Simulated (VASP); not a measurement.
# Cs (C2/m) in VASP: notebook

Runs on Cs. Level: PBEsol. Tasks: single point.

All numbers are computed with VASP 6.6.1; they aren't measurements. Logs are shortened: lines on timing, memory, paths and dates and some standing lists are left out, and cuts for length are marked.

### 1 The structure

Symmetry: C2/m, No. 12, monoclinic system. The conventional cell has a = 6.038 Å, b = 8.676 Å, c = 5.110 Å, α = 90.00°, β = 120.26°, γ = 90.00°.

This isn't the form of Cs at room conditions, which is bcc.

### 2 Single point, PBEsol

INCAR reads:

```
ADDGRID = False
ALGO = Normal
EDIFF = 1E-4
ENCUT = 400
GGA = PS
ISIF = 2
ISMEAR = 1
LASPH = True
LCHARG = False
LREAL = Auto
LWAVE = False
NELM = 100
PREC = Normal
SIGMA = 0.1
```

KPOINTS reads:

```
k-points
0
Gamma
  8 8 8
```

POSCAR reads:

```
Cs
1.0
    3.0286440000     -4.4025590000     -0.0553060000
    2.9811710000      4.3695220000      0.0984760000
   -2.5313490000      0.0923220000      4.3694900000
Cs
1
Direct
   -0.0054440000      0.0010830000      0.4979030000
```

Potentials or basis: VASP PAW PBE potentials, release 64 (Cs_sv).

Started as:

```sh
> cat potpaw_PBE.64/Cs_sv/POTCAR > POTCAR
> mpirun -np 1 vasp_std > vasp.out
```

OUTCAR:

```text
EDIFF = 1E-4
   ENCUT = 400
   GGA = PS
   ISIF = 2
   ISMEAR = 1
   LASPH = True
   LREAL = Auto
   NELM = 100
   PREC = Normal

 Found    260 irreducible k-points:

 Following reciprocal coordinates:
            Coordinates               Weight
  0.000000  0.000000  0.000000      1.000000
  0.125000 -0.000000 -0.000000      2.000000
  0.250000 -0.000000 -0.000000      2.000000
  0.375000 -0.000000  0.000000      2.000000
  0.500000 -0.000000 -0.000000      1.000000
 -0.000000  0.125000 -0.000000      2.000000
   k-points           NKPTS =    260   k-points in BZ     NKDIM =    260   number of bands    NBANDS=      8
   number of dos      NEDOS =    301   number of ions     NIONS =      1
   total plane-waves  NPLWV =  21952
   dimension x,y,z NGX =    28 NGY =   28 NGZ =   28
   dimension x,y,z NGXF=    56 NGYF=   56 NGZF=   56
   ions per type =               1
   NGX,Y,Z   is equivalent  to a cutoff of   8.71,  8.80,  9.22 a.u.
   NGXF,Y,Z  is equivalent  to a cutoff of  17.42, 17.60, 18.43 a.u.
 SYSTEM =  unknown system
   PREC   = normal    normal or accurate (medium, high low for compatibility)
   ISTART =      0    job   : 0-new  1-cont  2-samecut
   ICHARG =      2    charge: 1-file 2-atom 10-const
   ISPIN  =      1    spin polarized calculation?
   LNONCOLLINEAR =      F non collinear calculations
   LSORBIT =      F    spin-orbit coupling
   LASPH  =      T    aspherical Exc in radial PAW
   ENCUT  =  400.0 eV  29.40 Ry    5.42 a.u.   8.71  8.63  8.24*2*pi/ulx,y,z
   NELM   =    100;   NELMIN=  2; NELMDL= -5     # of ELM steps
   EDIFF  = 0.1E-03   stopping-criterion for ELM
   LREAL  =      T    real-space projection
   EDIFFG = 0.1E-02   stopping-criterion for IOM
   NSW    =      0    number of steps for IOM
   IBRION =     -1    ionic relax: 0-MD 1-quasi-New 2-CG
   NFREE  =      0    steps in history (QN), initial steepest desc. (CG)
   ISIF   =      2    stress and relaxation
   ISYM   =      2    0-nonsym 1-usesym 2-fastsym
   POTIM  = 0.5000    time-step for ionic-motion
   TEBEG  =    0.0;   TEEND  =   0.0 temperature during run
   PSTRESS=    0.0 pullay stress
   NELECT =       9.0000    total number of electrons
   NUPDOWN=      -1.0000    fix difference up-down
   EMIN   =  10.00;   EMAX   =-10.00  energy-range for DOS
   EFERMI =   0.00;   METHOD = LEGACY
   ISMEAR =     1;   SIGMA  =   0.10  broadening in eV -4-tet -1-fermi 0-gaus
   EFERMI_NEDOS =   21; number of points for ismear=-14 and -15
   IALGO  =     38    algorithm
   IMIX   =      4    mixing-type and parameters
     AMIX     =   0.40;   BMIX     =  1.00
     AMIX_MAG =   1.60;   BMIX_MAG =  1.00
  volume/ion in A,a.u.               =     115.62       780.22
  Fermi-wavevector in a.u.,A,eV,Ry     =   0.699009  1.320935  6.647991  0.488614
  Thomas-Fermi vector in A             =   1.782770
   LORBIT       =      0    0 simple, 1 ext, 2 COOP (PROOUT), +10 PAW based schemes
   GGA     = PS    functional components
   LHFCALC =     F    Hartree Fock is set to
   AEXX    =    0.0000 exact exchange contribution
   IVDW    =     0    specifies the selected vdW correction
   LEPSILON=     F    determine dielectric tensor
   LRPA    =     F    only Hartree local field effects (RPA)
 non-spin polarized calculation
 Methfessel and Paxton  Order N= 1 SIGMA  =   0.10
  energy-cutoff  :      400.00
  volume of cell :      115.62
 maximum number of plane-waves:      2122
   NGX = 17   NGY = 17   NGZ = 17

 number of electron       8.9999998 magnetization

 Free energy of the ion-electron system (eV)
  ---------------------------------------------------
  ext. energy  EPLUGINS =         0.00000000
  ---------------------------------------------------
  free energy    TOTEN  =        -0.93177218 eV

  energy without entropy =       -0.93157114  energy(sigma->0) =       -0.93170517

 E-fermi :   0.3698     XC(G=0):  -5.4619

 val. band max:        0.3696449809   @ k =   0.5000   0.3750   0.1250
 cond. band min:       0.3756771578   @ k =   0.5000   0.5000  -0.0000
 fundamental gap:      0.0060321769
 Fermi energy:         0.3697567296

 k-point     1 :       0.0000    0.0000    0.0000
  band No.  band energies     occupation
      1     -23.4974      2.00000
      2     -10.2273      2.00000
      3     -10.2186      2.00000
      4     -10.2014      2.00000
      5      -1.3150      2.00000
      6       2.5608      0.00000
      7       2.7980      0.00000
      8       3.0529      0.00000

 k-point     2 :       0.1250   -0.0000   -0.0000
  band No.  band energies     occupation
      1     -23.4967      2.00000
      2     -10.2429      2.00000
      3     -10.2241      2.00000
      4     -10.2032      2.00000
      5      -1.1550      2.00000
      6       2.4333      0.00000
      7       2.5681      0.00000
      8       3.1237      0.00000

 k-point     3 :       0.2500   -0.0000   -0.0000
  band No.  band energies     occupation
      1     -23.4950      2.00000
      2     -10.2839      2.00000
      3     -10.2344      2.00000
      4     -10.2061      2.00000
      5      -0.7092      2.00000
      6       1.9847     -0.00000
      7       2.1738     -0.00000
      8       3.5297      0.00000

 k-point     4 :       0.3750   -0.0000    0.0000
  band No.  band energies     occupation
      1     -23.4933      2.00000
      2     -10.3245      2.00000
      3     -10.2446      2.00000
      4     -10.2086      2.00000
      5      -0.0955      2.00000
      6       1.4391     -0.00000
      7       1.9555     -0.00000
      8       4.0315      0.00000

 k-point     5 :       0.5000   -0.0000   -0.0000
  band No.  band energies     occupation
      1     -23.4926      2.00000
      2     -10.3411      2.00000
      3     -10.2488      2.00000
      4     -10.2095      2.00000
      5       0.3204      1.73315
      6       1.1110     -0.00000
      7       1.8740     -0.00000
      8       3.9034      0.00000

 k-point     6 :      -0.0000    0.1250   -0.0000
  band No.  band energies     occupation
      1     -23.4967      2.00000
      2     -10.2425      2.00000
      3     -10.2254      2.00000
      4     -10.2026      2.00000
      5      -1.1573      2.00000
      6       2.4520      0.00000
      7       2.5755      0.00000
      8       3.1445      0.00000

 [... further k-points ...]
[... 5 lines left out ...]
  --------------------------------------------------------------------------------------
  -------------------------------------------------------------------------------------
  Total       -0.0663465     -0.0685000     -0.0765624      0.0091041     -0.0028865     -0.0576719
  in kB       -0.9194115     -0.9492538     -1.0609807      0.1261626     -0.0400007     -0.7992009
  external PRESSURE =      -0.9765487 kB  Pullay stress =       0.0000000 kB

 VOLUME and BASIS-vectors are now :
 -----------------------------------------------------------------------------
  energy-cutoff  :      400.00
  volume of cell :      115.62
      direct lattice vectors                 reciprocal lattice vectors
     3.028644000 -4.402559000 -0.055306000     0.165058960 -0.114823640  0.098048647
     2.981171000  4.369522000  0.098476000     0.166342001  0.113250823  0.093973007
    -2.531349000  0.092322000  4.369490000    -0.001659677 -0.004005713  0.227982806

 POSITION                                       TOTAL-FORCE (eV/Angst)
 -----------------------------------------------------------------------------------
      1.75502     -4.32789      2.12068         0.000000      0.000000      0.000000
 -----------------------------------------------------------------------------------
    total drift:                                0.000020      0.000009     -0.000034

  FREE ENERGIE OF THE ION-ELECTRON SYSTEM (eV)
  ---------------------------------------------------
  free  energy   TOTEN  =        -0.9317721792 eV

  energy  without entropy=       -0.9315711402  energy(sigma->0) =       -0.93170517
```

It took 36 s on 1 thread of Intel Xeon Platinum 8488C (Sapphire Rapids), shared host; peak memory 0.22 GiB.

These settings aren't checked as converged: the numbers below hold their error.

What came out:

```yaml
Free_energy: -0.9318 eV
Pressure: -0.1 GPa
Band_gap_on_the_k_mesh: none (metal or under the smearing width)
```

Caveat: the PAW data sets were made with another functional, which shifts forces and pressure a little.

### 3 Single point, PBEsol

INCAR reads:

```
ADDGRID = False
ALGO = Normal
EDIFF = 1E-6
ENCUT = 250
GGA = PS
ISIF = 2
ISMEAR = 1
LASPH = True
LCHARG = False
LREAL = False
LWAVE = False
NELM = 100
PREC = Accurate
SIGMA = 0.1
```

KPOINTS reads:

```
k-points
0
Gamma
  11 11 11
```

POSCAR reads:

```
Cs
1.0
    3.0190110000     -4.3381320000      0.0000000000
    3.0190110000      4.3381320000      0.0000000000
   -2.5749360000      0.0000000000      4.4138870000
Cs
1
Direct
    0.0000000000      0.0000000000      0.5000000000
```

Potentials or basis: VASP PAW PBE potentials, release 64 (Cs_sv).

Started as:

```sh
> cat potpaw_PBE.64/Cs_sv/POTCAR > POTCAR
> mpirun -np 1 vasp_std > vasp.out
```

It took 42 s on 1 thread of Intel Xeon Platinum 8488C (Sapphire Rapids), shared host; peak memory 0.23 GiB.

These settings aren't checked as converged: the numbers below hold their error.

What came out:

| Item | Value |
| --- | --- |
| Free energy | -0.9362 eV |
| Band gap on the k mesh | none (metal or under the smearing width) |

Caveat: the cutoff is under 1.25 times the usual one of these potentials, so pressure, stress and relaxed cells hold a basis-set (Pulay) error; the PAW data sets were made with another functional, which shifts forces and pressure a little.

### 4 Single point, PBEsol

INCAR is that of step 3.

KPOINTS is that of step 3.

POSCAR reads:

```
Cs
1.0
    3.0286440000     -4.4025590000     -0.0553060000
    2.9811710000      4.3695220000      0.0984760000
   -2.5313490000      0.0923220000      4.3694900000
Cs
1
Direct
   -0.0054440000      0.0010830000      0.4979030000
```

Potentials or basis: VASP PAW PBE potentials, release 64 (Cs_sv).

Started as:

```sh
> cat potpaw_PBE.64/Cs_sv/POTCAR > POTCAR
> mpirun -np 1 vasp_std > vasp.out
```

OUTCAR:

```text
EDIFF = 1E-6
   ENCUT = 250
   GGA = PS
   ISIF = 2
   ISMEAR = 1
   LASPH = True
   LREAL = False
   NELM = 100
   PREC = Accurate

 Found    666 irreducible k-points:

 Following reciprocal coordinates:
            Coordinates               Weight
  0.000000  0.000000  0.000000      1.000000
  0.090909  0.000000  0.000000      2.000000
  0.181818  0.000000  0.000000      2.000000
  0.272727  0.000000 -0.000000      2.000000
  0.363636  0.000000 -0.000000      2.000000
  0.454545  0.000000 -0.000000      2.000000
   k-points           NKPTS =    666   k-points in BZ     NKDIM =    666   number of bands    NBANDS=      8
   number of dos      NEDOS =    301   number of ions     NIONS =      1
   total plane-waves  NPLWV =  21952
   dimension x,y,z NGX =    28 NGY =   28 NGZ =   28
   dimension x,y,z NGXF=    56 NGYF=   56 NGZF=   56
   ions per type =               1
   NGX,Y,Z   is equivalent  to a cutoff of   8.71,  8.80,  9.22 a.u.
   NGXF,Y,Z  is equivalent  to a cutoff of  17.42, 17.60, 18.43 a.u.
 SYSTEM =  unknown system
   PREC   = accura    normal or accurate (medium, high low for compatibility)
   ISTART =      0    job   : 0-new  1-cont  2-samecut
   ICHARG =      2    charge: 1-file 2-atom 10-const
   ISPIN  =      1    spin polarized calculation?
   LNONCOLLINEAR =      F non collinear calculations
   LSORBIT =      F    spin-orbit coupling
   LASPH  =      T    aspherical Exc in radial PAW
   ENCUT  =  250.0 eV  18.37 Ry    4.29 a.u.   6.89  6.82  6.51*2*pi/ulx,y,z
   NELM   =    100;   NELMIN=  2; NELMDL= -5     # of ELM steps
   EDIFF  = 0.1E-05   stopping-criterion for ELM
   LREAL  =      F    real-space projection
   EDIFFG = 0.1E-04   stopping-criterion for IOM
   NSW    =      0    number of steps for IOM
   IBRION =     -1    ionic relax: 0-MD 1-quasi-New 2-CG
   NFREE  =      0    steps in history (QN), initial steepest desc. (CG)
   ISIF   =      2    stress and relaxation
   ISYM   =      2    0-nonsym 1-usesym 2-fastsym
   POTIM  = 0.5000    time-step for ionic-motion
   TEBEG  =    0.0;   TEEND  =   0.0 temperature during run
   PSTRESS=    0.0 pullay stress
   NELECT =       9.0000    total number of electrons
   NUPDOWN=      -1.0000    fix difference up-down
   EMIN   =  10.00;   EMAX   =-10.00  energy-range for DOS
   EFERMI =   0.00;   METHOD = LEGACY
   ISMEAR =     1;   SIGMA  =   0.10  broadening in eV -4-tet -1-fermi 0-gaus
   EFERMI_NEDOS =   21; number of points for ismear=-14 and -15
   IALGO  =     38    algorithm
   IMIX   =      4    mixing-type and parameters
     AMIX     =   0.40;   BMIX     =  1.00
     AMIX_MAG =   1.60;   BMIX_MAG =  1.00
  volume/ion in A,a.u.               =     115.62       780.22
  Fermi-wavevector in a.u.,A,eV,Ry     =   0.699009  1.320935  6.647991  0.488614
  Thomas-Fermi vector in A             =   1.782770
   LORBIT       =      0    0 simple, 1 ext, 2 COOP (PROOUT), +10 PAW based schemes
   GGA     = PS    functional components
   LHFCALC =     F    Hartree Fock is set to
   AEXX    =    0.0000 exact exchange contribution
   IVDW    =     0    specifies the selected vdW correction
   LEPSILON=     F    determine dielectric tensor
   LRPA    =     F    only Hartree local field effects (RPA)
 non-spin polarized calculation
 Methfessel and Paxton  Order N= 1 SIGMA  =   0.10
  energy-cutoff  :      250.00
  volume of cell :      115.62
 maximum number of plane-waves:      1058
   NGX = 13   NGY = 13   NGZ = 13

 number of electron       8.9999998 magnetization

 Free energy of the ion-electron system (eV)
  ---------------------------------------------------
  ext. energy  EPLUGINS =         0.00000000
  ---------------------------------------------------
  free energy    TOTEN  =        -0.93430120 eV

  energy without entropy =       -0.93428430  energy(sigma->0) =       -0.93429557

 E-fermi :   0.3658     XC(G=0):  -5.4625

 val. band max:        0.3650077379   @ k =  -0.2727   0.0909   0.4545
 cond. band min:       0.3682267498   @ k =   0.2727   0.1818   0.0909
 fundamental gap:      0.0032190119
 Fermi energy:         0.3657546181

 k-point     1 :       0.0000    0.0000    0.0000
  band No.  band energies     occupation
      1     -23.4945      2.00000
      2     -10.2269      2.00000
      3     -10.2192      2.00000
      4     -10.2046      2.00000
      5      -1.3150      2.00000
      6       2.5616      0.00000
      7       2.7985      0.00000
      8       3.0526      0.00000
[... 45 lines left out ...]
 k-point     6 :       0.4545    0.0000   -0.0000
  band No.  band energies     occupation
      1     -23.4898      2.00000
      2     -10.3388      2.00000
      3     -10.2489      2.00000
      4     -10.2121      2.00000
      5       0.2462      2.07064
      6       1.1697     -0.00000
      7       1.8855     -0.00000
      8       3.9281      0.00000

 [... further k-points ...]
[... 5 lines left out ...]
  --------------------------------------------------------------------------------------
  -------------------------------------------------------------------------------------
  Total       -0.0986184     -0.1150644     -0.0647103      0.0077785     -0.0028771     -0.1168749
  in kB       -1.3666264     -1.5945311     -0.8967367      0.1077918     -0.0398696     -1.6196205
  external PRESSURE =      -1.2859647 kB  Pullay stress =       0.0000000 kB

 VOLUME and BASIS-vectors are now :
 -----------------------------------------------------------------------------
  energy-cutoff  :      250.00
  volume of cell :      115.62
      direct lattice vectors                 reciprocal lattice vectors
     3.028644000 -4.402559000 -0.055306000     0.165058960 -0.114823640  0.098048647
     2.981171000  4.369522000  0.098476000     0.166342001  0.113250823  0.093973007
    -2.531349000  0.092322000  4.369490000    -0.001659677 -0.004005713  0.227982806

 POSITION                                       TOTAL-FORCE (eV/Angst)
 -----------------------------------------------------------------------------------
      1.75502     -4.32789      2.12068         0.000000      0.000000      0.000000
 -----------------------------------------------------------------------------------
    total drift:                                0.000020      0.000009     -0.000034

  FREE ENERGIE OF THE ION-ELECTRON SYSTEM (eV)
  ---------------------------------------------------
  free  energy   TOTEN  =        -0.9343012026 eV

  energy  without entropy=       -0.9342842993  energy(sigma->0) =       -0.93429557
```

stdout:

```text
POSCAR found type information on POSCAR Cs
 POSCAR found :  1 types and       1 ions
 scaLAPACK will be used
 -----------------------------------------------------------------------------
|                                                                             |
|                                                                             |
|     You enforced a specific xc type in the INCAR file but a different       |
|     I HOPE YOU KNOW WHAT YOU ARE DOING!                                     |
|                                                                             |
 -----------------------------------------------------------------------------

 LDA part: xc-table for (Slater+PW92), standard interpolation
 POSCAR, INCAR and KPOINTS ok, starting setup
 FFT: planning ... GRIDC
 FFT: planning ... GRID_SOFT
 FFT: planning ... GRID
 WAVECAR not read
 entering main loop
```

Wall time 82 s (1 thread of Intel Xeon Platinum 8488C (Sapphire Rapids), shared host); peak memory 0.31 GiB.

The run converged, but some of its settings lie outside the range that counts as converged, so its numbers aren't taken as properties of the crystal.

Results:

* Free energy: -0.9343 eV
* Band gap on the k mesh: none (metal or under the smearing width)

Caveat: the cutoff is under 1.25 times the usual one of these potentials, so pressure, stress and relaxed cells hold a basis-set (Pulay) error; the PAW data sets were made with another functional, which shifts forces and pressure a little.

### 5 The reference run

An earlier run on the cell as given: functional PBE; potentials or basis VASP PAW PBE potentials, release 64 (Cs_sv); cutoff 520 eV; k mesh 6 × 6 × 6; occupations fermi-dirac, width 0.05 eV; no spin polarisation.

- Pressure: 0.0 GPa
- Band gap on the k mesh: none (metal or under the smearing width)
